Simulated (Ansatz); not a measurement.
**Co: generalised stacking fault**

These are results of Ansatz 0.2.0, DFT PBE, scalar-relativistic, plane waves, PAW, not measurements. Settings: plane waves to 420 eV, k-mesh 27×27×5 (Γ-centred), Gaussian smearing 0.15 eV. Collinear spins, started from moments 1.8, 1.8, 1.8, 1.8, 1.8, 1.8 μB in atom order; the magnetic state may not be the lowest. Energies are free energies at this smearing, counted from the undisturbed cell; pressure is positive in compression.

Reference structure (relaxed at this level; with this scan's settings it stands at 0.2 GPa):

```
Co
1.0
    -2.49225    0.00000    0.00000
    -1.24612   -2.15835    0.00000
     0.00000    0.00000   12.10016
Co
6
Cartesian
  -1.2461 -0.7194 11.0920
  -1.2461 -0.7194 3.0252
  -1.2461 -0.7194 7.0586
  -2.4922 -1.4389 1.0085
  -2.4922 -1.4389 5.0419
  -2.4922 -1.4389 9.0753
```

The cut lies on the cell's a–b face, a (0 0 1) plane (indices in the standard cell, whose axes needn't be the Cartesian ones shown) of area 5.38 Å², between layers 2.02 Å apart. Vector c is tilted by f times 1·a + 1·b (length 4.317 Å) with the atoms' Cartesian places fixed: one unrelaxed fault a cell. The cell is metallic on the mesh throughout.

```
     f  γ (mJ/m²)
0.0000          0
0.1667        386
0.3333         85
0.5000       1174
```

Q: Predict the moment (μB/cell) at each point.

A:
```csv
f,moment (μB/cell)
0.0000,9.64
0.1667,9.71
0.3333,9.71
0.5000,9.74
```

Cost: 4 runs of about 14 core-minutes in all, on AMD EPYC 9R45 (Zen 5) (shared hosts).